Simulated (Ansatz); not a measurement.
# Zn (Fm-3m) in Ansatz: further runs

Aim: see how the results for Zn move with the level of theory and the settings. Levels: revPBE+D3(BJ), BLYP+D4, exchange-only PBE. Tasks: electric field gradients, band structure.

Everything below comes from runs of Ansatz 0.2.0. Logs are shortened: lines on timing, memory, paths and dates and some standing lists are left out, and cuts for length are marked.

### Step 1. The crystal as given

It takes space group Fm-3m (No. 225, cubic). Conventional cell: a = 3.930 Å, b = 3.930 Å, c = 3.930 Å, α = 90.00°, β = 90.00°, γ = 90.00°. Zn (site symmetry m-3m) is surrounded by 12 Zn at 2.78 Å.

This isn't the form of Zn at room conditions, which is hcp.

### Step 2. Electric field gradients, revPBE+D3(BJ)

input.yaml

```yaml
crystal:
  lattice:
    - [0.0, 1.964776, 1.964776]
    - [1.964776, 0.0, 1.964776]
    - [1.964776, 1.964776, 0.0]
  atoms:
    - { symbol: Zn, position: [0.0, 0.0, 0.0] }
hamiltonian:
  xc: revpbe
  pseudopotentials: { kind: paw, source: jth }
  dispersion: d3bj
kpoints:
  mp_grid: { grid: [18, 18, 18] }
scf:
  occupations: { method: fermi_dirac, width: 0.05 }
  mixing: { preconditioner: kerker }
output:
  forces: true
  stress: true
  eigenvalues: true
  efg: {}
```

Potentials or basis: JTH PAW.

Launch:

```sh
$ ansatz run input.yaml --threads 1 --pin off --max-ram 2560MiB --backend cpu --events-out ev --progress --plain --runs-dir out
```

The log of the run:

```text
Warning: the checks of this Zn dataset prove no rule for summing its radial tables, as where they were carried onto another mesh than they were made on, and Gregory's rule is taken, under which a leading mesh point left out moves its sums only by what lay on the interval it spanned. That does not make them correct, and they differ from Quantum ESPRESSO's on this file; a re-export a fraction of a mesh step off can move them. hamiltonian.pseudopotentials.radial_quadrature: simpson_from_first_knot sums it by `pw.x`'s rule; on a PAW file no value gives `pw.x`'s numbers. What more to know: hamiltonian.pseudopotentials.radial_quadrature, in the input reference
Warning: RAYON_NUM_THREADS=1 ignored (pool sized by the plan → 1); use --threads N
Engine: ansatz 0.2.0, aarch64-unknown-linux-gnu
Pseudopotentials: kind: paw
Pseudopotential: Zn, paw, valence charge 12, recommended cutoff 1080 eV (normal), Zn.paw.azcp
Functional definition: revPBE
  parameter kappa = 1.245
  parameter beta = 0.06672455060314922
  exchange = pbe_x(kappa = kappa, mu = beta*pi^2/3)
  correlation = pbe_c(beta = beta)
Crystal: 1 atoms, lattice volume = 15.169 Å³
Basis set: ecut = 1080 eV, 1243 PW (Γ), exchange–correlation on 80×80×80 points (8 copies of the dense FFT grid, shifted against one another)
Bands: 10, of which v1, the nominal top of the filled ones, is band 6 counted from 1 (5 counted from 0)
Symmetry: 48 space group operations
Space group: Fm-3m (ITA 225), of the structure as read, at distance tolerance 2.5e-5 Å
k-points: 195 of 5832
Non-local potential: Zn, projectors of the file, l = 0: 2, l = 1: 2, l = 2: 2
PAW form: soft (Blöchl's): semilocal exchange-correlation on the pseudo side does not see the compensation charge
PAW frozen core: Zn, regenerated for the run's functional, and the local potential with it (the file was generated under x = pbe(κ = 0.804, μ = 0.2195149727645171), c = pbe(β = 0.06672455060314922))
PAW one-centre angular grid: Zn, 590 points (default); XC on 64 Gauss nodes
Initial density: superposition of atomic densities (chi_scale 0.1, normalization cell)
Initial wavefunctions: pseudopotential atomic-orbital guess
Functional: x = revpbe(κ = 1.245, μ = 0.2195149727645171), c = pbe(β = 0.06672455060314922)
SCF iter   1: F=—  HF=-3322.211135 eV  |F-HF|=—  |Δ(HF+E_count)|=         —  Δρ=4.36e-2  dr2=2.94e-1  ethr=3.10e-3  ⟨swp⟩=9.4  Hψ=20916  notcnv=0
SCF iter   2: F=—  HF=-3322.141440 eV  |F-HF|=—  |Δ(HF+E_count)|=   6.97e-2  Δρ=1.69e-2  dr2=3.09e-2  ethr=2.45e-3  ⟨swp⟩=4.0  Hψ=6001  notcnv=0  defer=2
SCF iter   3: F=—  HF=-3322.134279 eV  |F-HF|=—  |Δ(HF+E_count)|=   7.16e-3  Δρ=1.46e-2  dr2=3.47e-2  ethr=2.58e-4  ⟨swp⟩=4.2  Hψ=5690  notcnv=0  defer=2
SCF iter   4: F=—  HF=-3322.127281 eV  |F-HF|=—  |Δ(HF+E_count)|=   7.00e-3  Δρ=1.35e-3  dr2=2.17e-4  ethr=2.58e-4  ⟨swp⟩=4.5  Hψ=4634  notcnv=0  defer=2
SCF iter   5: F=—  HF=-3322.127810 eV  |F-HF|=—  |Δ(HF+E_count)|=   5.29e-4  Δρ=4.44e-4  dr2=1.45e-5  ethr=1.81e-6  ⟨swp⟩=3.5  Hψ=4837  notcnv=0  defer=2
SCF iter   6: F=—  HF=-3322.127844 eV  |F-HF|=—  |Δ(HF+E_count)|=   3.41e-5  Δρ=1.26e-4  dr2=1.71e-6  ethr=1.21e-7  ⟨swp⟩=3.2  Hψ=3852  notcnv=0  defer=2
SCF iter   7: F=-3322.127846 eV  HF=-3322.127846 eV  |F-HF|=6.55e-8  |Δ(HF+E_count)|=   1.42e-6  Δρ=2.22e-5  dr2=3.92e-8  ethr=8.33e-10  ⟨swp⟩=10.6  Hψ=16872  notcnv=0
SCF 1 converged in 7 iterations: F = -3322.127846 eV  dr2 = 3.92e-8
SCF converged after 7 iterations
Free energy (F): -3322.127846 eV
Harris-Foulkes:  -3322.127846 eV  (|F-HF|=6.55e-8)
Internal energy: -3322.125361 eV  (E = F + TS)
E sigma→0 (E₀):  -3322.126604 eV
Entropy (-TS):   -0.002484 eV (-2.484 meV/atom)
Fermi energy:    12.727056 eV
--- Per-component energies (eV) ---
  E_band       = 70.636421
  E_kinetic    = 177.152529
  E_local      = -1486.509821  (includes V_loc(G=0)·N_el)
  E_nonlocal   = 501.665623
  E_hartree    = 377.035590
  E_xc         = -48.008690
  E_vxc        = -58.397615  (∫ρ·V_xc dr)
  E_paw        = -1632.952533  (= ΣΔE_a)
  E_vpaw       = 182.652891  (= ΣTr[D̂ρ^β])
  E_aug_tail   = 0.000138  (compensation charges beyond the density's cutoff)
  E_ewald      = -1209.671730
  E_disp       = -0.779552  (pairwise vdW)
  E_core_change = -0.056916  (= ΣΔE_core)
  E_smearing   = -0.002484  (= −TS)
  E_closure    = 0.000000  (closes the sum)
  Σ components = -3322.127846   (vs F -3322.127846, Δ=0.00e0)
--- Forces (eV/Å), atoms counted from 1 ---
  atom   1  Zn    -0.00000000     0.00000000    -0.00000000
  max |Σ_I F_I| component: 7.19e-33 eV/Å
--- Stress (GPa, compression-positive) ---
       -6.447558      -0.000000      -0.000000
       -0.000000      -6.447558      -0.000000
       -0.000000       0.000000      -6.447558
  P = ⅓ Tr σ = -6.4476 GPa (-64.476 kbar)
--- PAW observables at the nuclei: V_zz in 10²¹ V/m², potentials from the cell's mean, atoms counted from 1 ---
  atom   1  Zn V_zz =    +0.000000   η = 0.0000   by run symmetry: forbidden
            electrostatic potential = -3942.211888 V   contact ρ = none
--- Band table (eV; the first three rows and the last of 195) ---
  k-point 0: bands = ["2.4329", "5.1869", "5.1869", "5.1869", "5.5668", "5.5668", "31.0022", "31.0022", "31.0022", "31.2807"]
  k-point 1: bands = ["2.5262", "5.1790", "5.1977", "5.1977", "5.5636", "5.5636", "29.2128", "30.6819", "30.6820", "31.1759"]
  k-point 2: bands = ["2.8018", "5.1608", "5.2254", "5.2254", "5.5578", "5.5578", "26.5336", "30.0704", "30.0704", "31.0827"]
  k-point 194: bands = ["4.8279", "4.9819", "5.1993", "5.6002", "5.9229", "14.4162", "15.6895", "15.7785", "17.0071", "33.2202"]
```

Wall time 9.1 s (1 thread of Arm Neoverse V1, shared host); peak memory 0.41 GiB.

What came out:

```yaml
Free_energy: -3322.1278 eV
Pressure: -6.4 GPa
Band_gap_on_the_k_mesh: none (metal or under the smearing width)
```

Caveat: pairwise dispersion overbinds metals, which lowers pressure and volume.

### Step 3. Electric field gradients, BLYP+D4 (cell strained at random at fixed volume)

input.yaml

```yaml
crystal:
  lattice:
    - [-0.053935, 1.968868, 1.931663]
    - [1.91895, -0.052687, 1.930415]
    - [1.917508, 1.966177, -0.051245]
  atoms:
    - { symbol: Zn, position_ang: [0.0, 0.0, 0.0] }
hamiltonian:
  xc: blyp
  pseudopotentials: { kind: paw, level: accurate }
  dispersion: d4
kpoints:
  mp_grid: { grid: [9, 9, 9] }
scf:
  occupations: { method: fermi_dirac, width: 0.1 }
output:
  forces: true
  stress: true
  eigenvalues: true
  efg: {}
```

Potentials or basis: Ansatz PAW earlier set.

Launch:

```sh
$ ansatz run input.yaml --threads 1 --pin off --max-ram 2560MiB --backend cpu --events-out ev --progress --plain --runs-dir out
```

The log of the run:

```text
Warning: RAYON_NUM_THREADS=1 ignored (pool sized by the plan → 1); use --threads N
[... 1 set-up line as earlier in the session ...]
Pseudopotentials: kind: paw, level: accurate
Pseudopotential: Zn, paw, valence charge 20, recommended cutoff 800 eV (high), Zn.paw.azcp
Functional definition: BLYP
  parameter beta = 0.0042
  parameter a = 0.04918
  parameter b = 0.132
  parameter c = 0.2533
  parameter d = 0.349
  exchange = b88_x(beta = beta)
  correlation = lyp_c(a = a, b = b, c = c, d = d)
Crystal: 1 atoms, lattice volume = 15.169 Å³
Basis set: ecut = 800 eV, 783 PW (Γ), exchange–correlation on 54×54×54 points (8 copies of the dense FFT grid, shifted against one another)
Bands: 14, of which v1, the nominal top of the filled ones, is band 10 counted from 1 (9 counted from 0)
Symmetry: 2 space group operations
Space group: P-1 (ITA 2), of the structure as read, at distance tolerance 2.5e-5 Å
[... 33 lines left out ...]
  E_paw        = -1705.273753  (= ΣΔE_a)
  E_vpaw       = -407.662547  (= ΣTr[D̂ρ^β])
  E_aug_tail   = 0.000055  (compensation charges beyond the density's cutoff)
  E_ewald      = -3359.450227
  E_disp       = -0.614090  (pairwise vdW)
  E_core_change = -0.003682  (= ΣΔE_core)
  E_smearing   = -0.008644  (= −TS)
  E_closure    = -0.000000  (closes the sum)
  Σ components = -7493.084431   (vs F -7493.084431, Δ=0.00e0)
--- Forces (eV/Å), atoms counted from 1 ---
  atom   1  Zn     0.00000000     0.00000000     0.00000000
  max |Σ_I F_I| component: 0.00e0 eV/Å
--- Stress (GPa, compression-positive) ---
        0.754370      -0.357312      -0.838629
       -0.357312      -1.095508      -0.304697
       -0.838629      -0.304697       0.357545
  P = ⅓ Tr σ = 0.0055 GPa (0.055 kbar)
--- PAW observables at the nuclei: V_zz in 10²¹ V/m², potentials from the cell's mean, atoms counted from 1 ---
  atom   1  Zn V_zz =    -1.114972   η = 0.2880   by run symmetry: allowed
            electrostatic potential = -3946.306184 V   contact ρ = none
--- Band table (eV; the first three rows and the last of 365) ---
  k-point 0: bands = ["-112.0876", "-66.3286", "-66.3282", "-66.3231", "4.0091", "6.5025", "6.5455", "6.6462", "6.9239", "6.9764", "31.7141", "31.8275", "32.4556", "34.2621"]
  k-point 1: bands = ["-112.0874", "-66.3303", "-66.3289", "-66.3238", "4.3705", "6.5092", "6.5559", "6.6788", "6.9206", "6.9674", "27.6998", "30.9721", "31.7029", "33.6833"]
  k-point 2: bands = ["-112.0868", "-66.3362", "-66.3297", "-66.3252", "5.3128", "6.5740", "6.6265", "6.7219", "6.9667", "6.9961", "22.5705", "29.9472", "30.8260", "33.1800"]
  k-point 364: bands = ["-112.0856", "-66.3474", "-66.3319", "-66.3295", "5.9675", "6.5596", "6.6026", "7.0791", "7.1803", "11.7851", "13.0897", "27.0019", "27.7319", "30.0931"]
```

Run time: 10 s. Hardware: 1 thread of Arm Neoverse V1, shared host; peak memory 0.42 GiB.

Results:

```
Free energy            : -7493.0844 eV
Pressure               : 0.0 GPa
Band gap on the k mesh : none (metal or under the smearing width)
```

Stress tensor (GPa, compression positive):
```
 0.75 -0.36 -0.84
-0.36 -1.10 -0.30
-0.84 -0.30  0.36
```

Levels at points of the mesh, in eV from the Fermi level:
| k point | band 7 | band 8 | band 9 | band 10 | band 11 | band 12 | band 13 | band 14 |
| --- | --- | --- | --- | --- | --- | --- | --- | --- |
| (0.00, 0.00, 0.00) | -7.79 | -7.69 | -7.41 | -7.36 | 17.38 | 17.49 | 18.12 | 19.93 |

Caveat: pairwise dispersion overbinds metals, which lowers pressure and volume; the PAW data sets come from PBE, with cores solved anew for the run's functional, which leaves a small shift of forces and pressure.

### Step 4. Band structure, exchange-only PBE, non-collinear spin, ferromagnetic start

input.yaml

```yaml
crystal:
  lattice:
    - [0.0, 1.964776, 1.964776]
    - [1.964776, 0.0, 1.964776]
    - [1.964776, 1.964776, 0.0]
  atoms:
    - { symbol: Zn, position: [0.0, 0.0, 0.0], spin: 0.5, spin_axis: [0.0, 0.0, 0.5] }
hamiltonian:
  xc: { exchange: pbe, correlation: none }
  pseudopotentials: { kind: paw, source: ansatz }
magnetization:
  noncollinear: true
  spin_orbit: false
kpoints:
  mp_grid: { grid: [12, 12, 12] }
  band_path:
    path:
      - [[0.0, 0.0, 0.0], [0.5, 0.0, 0.5], [0.5, 0.25, 0.75], [0.375, 0.375, 0.75], [0.0, 0.0, 0.0], [0.5, 0.5, 0.5], [0.625, 0.25, 0.625], [0.5, 0.25, 0.75], [0.5, 0.5, 0.5], [0.375, 0.375, 0.75]]
      - [[0.625, 0.25, 0.625], [0.5, 0.0, 0.5]]
    npoints: 14
scf:
  occupations: { method: fermi_dirac, width: 0.05 }
  n_extra_bands: 6
output:
  forces: true
  stress: true
  eigenvalues: true
  fatbands: false
```

Potentials or basis: Ansatz PAW earlier set.

Launch:

```sh
$ ansatz run input.yaml --threads 1 --pin off --max-ram 2560MiB --backend cpu --events-out ev --progress --plain --runs-dir out
```

The log of the run:

```text
Warning: RAYON_NUM_THREADS=1 ignored (pool sized by the plan → 1); use --threads N
scf.n_extra_bands = 6 over 20 filled bands (N_el = 20.0): the run solves 26 bands
[... 2 set-up lines as earlier in the session ...]
Pseudopotential: Zn, paw, valence charge 20, recommended cutoff 660 eV (normal), Zn.paw.azcp
Functional definition: unnamed
  exchange = pbe_x
  correlation = 0
this run first makes a single point of its starting geometry on two collinear spin channels, or without spin where it has no moments, for its own SCFs to start from. `scf.lower_state_search: off` leaves that single point out
Crystal: 1 atoms, lattice volume = 15.169 Å³
Basis set: ecut = 660 eV, 561 PW (Γ), exchange–correlation on 48×48×48 points (8 copies of the dense FFT grid, shifted against one another)
Bands: 15, of which v1, the nominal top of the filled ones, is band 10 counted from 1 (9 counted from 0)
[... 2 set-up lines as earlier in the session ...]
Magnetic group: BNS 225.116 (UNI 1618), of the structure as read, at distance tolerance 2.5e-5 Å
k-points: 72 of 1728
Non-local potential: Zn, projectors of the file, l = 0: 3, l = 1: 3, l = 2: 3, l = 3: 1
[... 4 set-up lines as earlier in the session ...]
Starting moments: Σ|m| = 0.5 μB on 1 of 1 site
[... 1 set-up line as earlier in the session ...]
[... 34 lines left out ...]
SCF 2 converged in 2 iterations: F = -7443.541615 eV  dr2 = 7.54e-15
NSCF: frozen V_eff on 142 k-points
SCF converged after 2 iterations
Stability not checked: this state was not tested for a lower state beside it, because this non-collinear magnet's GGA is evaluated by the locally collinear projection, under which the energy is not smooth in the magnetisation (locally_collinear_gga; see scf.lower_state_search)
Magnetization: |M| = 0.0000 μB,  M = (+0.0000, +0.0000, -0.0000) μB
Absolute magnetization: 0.0000 μB (∫|m|, with the PAW one-centre terms)
Moment direction: held on its axis by an average over the rotations of spin about it
  site 0: m = (+0.0000, +0.0000, -0.0000) μB, |m| = 0.0000 μB  (R = 1.15 Å)
Free energy (F): -7443.541615 eV
Harris-Foulkes:  -7443.541615 eV  (|F-HF|=1.82e-12)
Internal energy: -7443.538198 eV  (E = F + TS)
E sigma→0 (E₀):  -7443.539906 eV
Entropy (-TS):   -0.003417 eV (-3.417 meV/atom)
Fermi energy:    15.435669 eV
--- Per-component energies (eV) ---
  E_band       = -509.456170
  E_kinetic    = 544.973477
  E_local      = -6089.159258  (includes V_loc(G=0)·N_el)
  E_nonlocal   = 923.911059
  E_hartree    = 2337.813813
  E_xc         = -134.852935
  E_vxc        = -175.318389  (∫ρ·V_xc dr)
  E_paw        = -1666.032945  (= ΣΔE_a)
  E_vpaw       = -389.490797  (= ΣTr[D̂ρ^β])
  E_aug_tail   = 0.000110  (compensation charges beyond the density's cutoff)
  E_ewald      = -3360.199251
  E_core_change = 0.007732  (= ΣΔE_core)
  E_smearing   = -0.003417  (= −TS)
  E_closure    = -0.000000  (closes the sum)
  Σ components = -7443.541615   (vs F -7443.541615, Δ=0.00e0)
--- Forces (eV/Å), atoms counted from 1 ---
  atom   1  Zn     0.00000000    -0.00000000     0.00000000
  max |Σ_I F_I| component: 2.62e-24 eV/Å
--- Stress (GPa, compression-positive) ---
       15.044029      -0.000000       0.000000
       -0.000000      15.044029      -0.000000
        0.000000       0.000000      15.044029
  P = ⅓ Tr σ = 15.0440 GPa (150.440 kbar)
--- Band table (eV; the first three rows and the last of 72) ---
  k-point 0: bands = ["-110.8625", "-110.8625", "-65.0616", "-65.0616", "-65.0616", "-65.0616", "-65.0616", "-65.0616", "5.1382", "5.1382", "7.8452", "7.8452", "7.8452", "7.8452", "7.8452", "7.8452", "8.2266", "8.2266", "8.2266", "8.2266", "33.4963", "33.4963", "33.4963", "33.4963", "33.4963", "33.4963"]
  k-point 1: bands = ["-110.8624", "-110.8624", "-65.0631", "-65.0631", "-65.0619", "-65.0619", "-65.0619", "-65.0619", "5.3472", "5.3472", "7.8291", "7.8291", "7.8685", "7.8685", "7.8685", "7.8685", "8.2204", "8.2204", "8.2204", "8.2204", "30.5517", "30.5517", "32.9238", "32.9238", "32.9238", "32.9238"]
  k-point 2: bands = ["-110.8620", "-110.8620", "-65.0670", "-65.0670", "-65.0625", "-65.0625", "-65.0625", "-65.0625", "5.9468", "5.9468", "7.8154", "7.8154", "7.9150", "7.9150", "7.9150", "7.9150", "8.2222", "8.2222", "8.2222", "8.2222", "26.5574", "26.5574", "32.0263", "32.0263", "32.0263", "32.0263"]
  k-point 71: bands = ["-110.8598", "-110.8598", "-65.0764", "-65.0764", "-65.0764", "-65.0764", "-65.0704", "-65.0704", "7.5150", "7.5150", "7.7519", "7.7519", "7.7519", "7.7519", "8.2511", "8.2511", "8.5896", "8.5896", "17.7576", "17.7576", "17.7576", "17.7576", "18.3461", "18.3461", "19.6823", "19.6823"]
```

Run time: 19 s. Hardware: 1 thread of Arm Neoverse V1, shared host; peak memory 0.34 GiB.

Results:

| Property | Result |
| --- | --- |
| Free energy | -7443.5416 eV |
| Pressure | 15.0 GPa |
| Band gap on the k mesh | none (metal or under the smearing width) |
| Net moment | 0.00 μB per cell |
| Absolute moment | 0.00 μB per cell |

Levels at the corners of the path, in eV from the Fermi level:
```
point  band 18  band 19  band 20  band 21  band 22  band 23
    Γ    -7.21    -7.21    -7.21    18.06    18.06    18.06
    X    -6.85    -0.92    -0.92     1.71     1.71     8.37
    W    -6.85     2.32     2.32     2.32     2.32     2.91
    K    -6.94     0.83     0.83     1.54     1.54     2.71
    Γ    -7.21    -7.21    -7.21    18.06    18.06    18.06
    L    -6.92    -2.75    -2.75    -1.42    -1.42    15.03
    U    -6.94     0.83     0.83     1.54     1.54     2.71
    W    -6.85     2.32     2.32     2.32     2.32     2.91
    L    -6.92    -2.75    -2.75    -1.42    -1.42    15.03
    K    -6.94     0.83     0.83     1.54     1.54     2.71
    U    -6.94     0.83     0.83     1.54     1.54     2.71
    X    -6.85    -0.92    -0.92     1.71     1.71     8.37
```

Moments on the atoms (μB; x, y, z):
```
Zn  0.00 0.00 0.00
```

Caveat: so large a pressure means that the cell lies far from this level's equilibrium, or that cutoff or potentials fall short; the PAW data sets come from PBE, with cores solved anew for the run's functional, which leaves a small shift of forces and pressure; the starting moments weren't kept.

### Step 5. Overview

```csv
task,level,potentials or basis,spin,cell,k mesh,cutoff (eV),smearing,points for each segment of the path,other keys,gap on the mesh (eV),pressure (GPa)
electric field gradients,revPBE+D3(BJ),JTH PAW,off,as given,18 × 18 × 18,1080,fermi-dirac 0.05 eV,-,scf.mixing.preconditioner = kerker; …,none,-6.4
electric field gradients,BLYP+D4,Ansatz PAW earlier set,off,cell strained at random at fixed volume,9 × 9 × 9,800,fermi-dirac 0.1 eV,-,-,none,0.0
band structure,exchange-only PBE,Ansatz PAW earlier set,"non-collinear, ferromagnetic start",as given,12 × 12 × 12,660,fermi-dirac 0.05 eV,14,-,none,15.0
```

Caveats: pairwise dispersion overbinds metals, which lowers pressure and volume (some runs); the PAW data sets come from PBE, with cores solved anew for the run's functional, which leaves a small shift of forces and pressure (some runs); so large a pressure means that the cell lies far from this level's equilibrium, or that cutoff or potentials fall short (some runs); the starting moments weren't kept (some runs).

Absolute energies hang on the potentials; compare differences alone.
